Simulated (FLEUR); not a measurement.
# TiC (Fm-3m) in FLEUR: further runs, part 2 of 2

FLEUR MaX-R8.1 (later development tree). The steps go on from the part before.

### 3 Equation of state, LDA, 9.55 Å³/atom (volume scaled by 0.94)

Changes to inp.xml since step 2:

```diff
@@ -6,3 +6,3 @@
    <calculationSetup>
-      <cutoffs Kmax="4.56" Gmax="14.1" GmaxXC="14.1" numbands="0"/>
+      <cutoffs Kmax="4.71" Gmax="14.6" GmaxXC="14.6" numbands="0"/>
       <scfLoop itmax="60" minDistance="0.00001" maxIterBroyd="15" imix="Anderson" alpha="0.05" precondParam="0.0" spinf="2.0" sdNocoIR="T"/>
@@ -24,3 +24,3 @@
       <xi:include xmlns:xi="http://www.w3.org/2001/XInclude" href="sym.xml"> </xi:include>
-      <bulkLattice scale="1.0">
+      <bulkLattice scale="0.9795861087">
          <bravaisMatrix>
@@ -34,3 +34,3 @@
       <species name="Titanium (Ti)" element="Ti" atomicNumber="22">
-         <mtSphere radius="2.15" gridPoints="711" logIncrement="0.017"/>
+         <mtSphere radius="2.08" gridPoints="711" logIncrement="0.017"/>
          <atomicCutoffs lmax="9" lnonsphr="9"/>
@@ -50,3 +50,3 @@
       <species name="Carbon (C)" element="C" atomicNumber="6">
-         <mtSphere radius="1.64" gridPoints="543" logIncrement="0.019"/>
+         <mtSphere radius="1.59" gridPoints="543" logIncrement="0.019"/>
          <atomicCutoffs lmax="8" lnonsphr="8"/>
```

Potentials or basis: all-electron, FLAPW.

Command:

```sh
> inpgen -f crystal.txt -profile fastHighL
> # inp.xml edited to the form shown
> fleur_MPI
```

The log of the run:

```text
Welcome to FLEUR        (www.flapw.de)
      MaX-Release 8.1          (www.max-centre.eu)

 ========== k-point set info ==========
 Selected k-point list: default-1
 k-point list type: mesh
 11 x 11 x 11
 Number of k points: 56

 ------------Calculation Setup---------------------------
 Number of MPI-tasks      :            1
 Number of PE/node        :            1
 Number of OMP-threads    :            1
 Most efficient MPI parallelization for:
           1           2           4           7           8          14          28          56
 Additional eigenvalue parallelization possible
 Number of basis functions:          329
 Approximate size of matrices (H+S) per k-point:         0.002 GB
 --------------------------------------------------------
 Iteration:     1   Distance:      30.46349004 me/bohr^3
 Iteration:     2   Distance:      24.82361488 me/bohr^3
 Iteration:     3   Distance:       8.09547695 me/bohr^3
 Iteration:     4   Distance:       7.41274792 me/bohr^3
 Iteration:     5   Distance:       1.95025841 me/bohr^3
 Iteration:     6   Distance:       2.15664430 me/bohr^3
 Iteration:     7   Distance:       0.18390078 me/bohr^3
 Iteration:     8   Distance:       0.33171343 me/bohr^3
 Iteration:     9   Distance:       0.04328046 me/bohr^3
 Iteration:    10   Distance:       0.03205072 me/bohr^3
 Iteration:    11   Distance:       0.00151370 me/bohr^3
 Iteration:    12   Distance:       0.00037203 me/bohr^3
 Iteration:    13   Distance:       0.00013753 me/bohr^3
 Iteration:    14   Distance:       0.00000628 me/bohr^3

 ********************************************************************
 Run finished successfully
 Stop message:
   all done
 ********************************************************************
```

out.xml (last iteration):

```text
<iteration numberForCurrentRun="   14" overallNumber="   14">
         <energyParameters units="Htr">
            <atomicEP atomType="1" spin="1" branch="4s" branchLowest="-1.50" branchHighest="3.57" value="0.2257793544"/>
            <atomicEP atomType="1" spin="1" branch="4p" branchLowest="-0.57" branchHighest="4.10" value="0.3317434189"/>
            <atomicEP atomType="1" spin="1" branch="3d" branchLowest="-9.99" branchHighest="0.87" value="0.3949515533"/>
[... 93 lines left out ...]
            </atomTypeDependentContributions>
            <tkbTimesEntropy value="0.0001001995"/>
            <freeEnergy value="-889.9004004225"/>
            <extrapolationTo0K value="-889.9003503227"/>
         </totalEnergy>
         <densityConvergence units="me/bohr^3">
            <chargeDensity spin="1" distance="0.0000062806"/>
         </densityConvergence>
      </iteration>
```

Wall time 24 s (1 thread of Arm Neoverse V2, shared host); peak memory 0.08 GiB.

Results:

```
Free energy                                           : -24215.4235 eV
Band gap on the k mesh                                : none (metal or under the smearing width)
Valence electrons inside the program's atomic spheres : Ti 9.84; C 2.71 (radii Ti 2.08, C 1.59 bohr)
```

### 4 Equation of state, LDA, 9.75 Å³/atom (volume scaled by 0.96)

Changes to inp.xml since step 3:

```diff
@@ -24,3 +24,3 @@
       <xi:include xmlns:xi="http://www.w3.org/2001/XInclude" href="sym.xml"> </xi:include>
-      <bulkLattice scale="0.9795861087">
+      <bulkLattice scale="0.9864848297">
          <bravaisMatrix>
```

Command:

```sh
> inpgen -f crystal.txt -profile fastHighL
> # inp.xml edited to the form shown
> fleur_MPI
```

Run time: 26 s. Hardware: 1 thread of Arm Neoverse V2, shared host; peak memory 0.08 GiB.

It converged, with:

| Item | Value |
| --- | --- |
| Free energy | -24215.4250 eV |
| Band gap on the k mesh | none (metal or under the smearing width) |
| Valence electrons inside the program's atomic spheres | Ti 9.81; C 2.70 (radii Ti 2.08, C 1.59 bohr) |

### 5 Equation of state, LDA, 10.16 Å³/atom

Changes to inp.xml since step 4:

```diff
@@ -24,3 +24,3 @@
       <xi:include xmlns:xi="http://www.w3.org/2001/XInclude" href="sym.xml"> </xi:include>
-      <bulkLattice scale="0.9864848297">
+      <bulkLattice scale="1.0000000000">
          <bravaisMatrix>
```

Command:

```sh
> inpgen -f crystal.txt -profile fastHighL
> # inp.xml edited to the form shown
> fleur_MPI
```

Run time: 30 s. Hardware: 1 thread of Arm Neoverse V2, shared host; peak memory 0.08 GiB.

Results (log left out):

* Free energy: -24215.3858 eV
* Band gap on the k mesh: none (metal or under the smearing width)
* Valence electrons inside the program's atomic spheres: Ti 9.76; C 2.66 (radii Ti 2.08, C 1.59 bohr)

### 6 Equation of state, LDA, 10.56 Å³/atom (volume scaled by 1.04)

Changes to inp.xml since step 5:

```diff
@@ -24,3 +24,3 @@
       <xi:include xmlns:xi="http://www.w3.org/2001/XInclude" href="sym.xml"> </xi:include>
-      <bulkLattice scale="1.0000000000">
+      <bulkLattice scale="1.0131594038">
          <bravaisMatrix>
```

Potentials or basis: all-electron, FLAPW.

Command:

```sh
> inpgen -f crystal.txt -profile fastHighL
> # inp.xml edited to the form shown
> fleur_MPI
```

Run time: 31 s. Hardware: 1 thread of Arm Neoverse V2, shared host; peak memory 0.08 GiB.

The run converged. Its results:

* Free energy: -24215.2998 eV
* Band gap on the k mesh: none (metal or under the smearing width)
* Valence electrons inside the program's atomic spheres: Ti 9.72; C 2.63 (radii Ti 2.08, C 1.59 bohr)

### 7 Equation of state, LDA, 10.77 Å³/atom (volume scaled by 1.06)

Changes to inp.xml since step 6:

```diff
@@ -24,3 +24,3 @@
       <xi:include xmlns:xi="http://www.w3.org/2001/XInclude" href="sym.xml"> </xi:include>
-      <bulkLattice scale="1.0131594038">
+      <bulkLattice scale="1.0196128224">
          <bravaisMatrix>
```

Command:

```sh
> inpgen -f crystal.txt -profile fastHighL
> # inp.xml edited to the form shown
> fleur_MPI
```

Run time: 32 s. Hardware: 1 thread of Arm Neoverse V2, shared host; peak memory 0.08 GiB.

It converged, with:

- Free energy: -24215.2419 eV
- Band gap on the k mesh: none (metal or under the smearing width)
- Valence electrons inside the program's atomic spheres: Ti 9.70; C 2.61 (radii Ti 2.08, C 1.59 bohr)

### 8 Equation of state, LDA

Potentials or basis: all-electron, FLAPW.

No new run: the results of the series are fitted here.

What came out:

```yaml
Equilibrium_volume: 9.67 Å³/atom
Bulk_modulus: 283 GPa
Pressure_derivative_of_the_bulk_modulus: "4.0 (rough: it moves with the points fitted)"
```

Energy against volume, from the lowest point:
| volume (Å³/atom) | energy (meV/atom) |
| --- | --- |
| 9.548 | 0.72 |
| 9.752 | 0.00 |
| 10.158 | 19.57 |
| 10.564 | 62.59 |
| 10.767 | 91.52 |
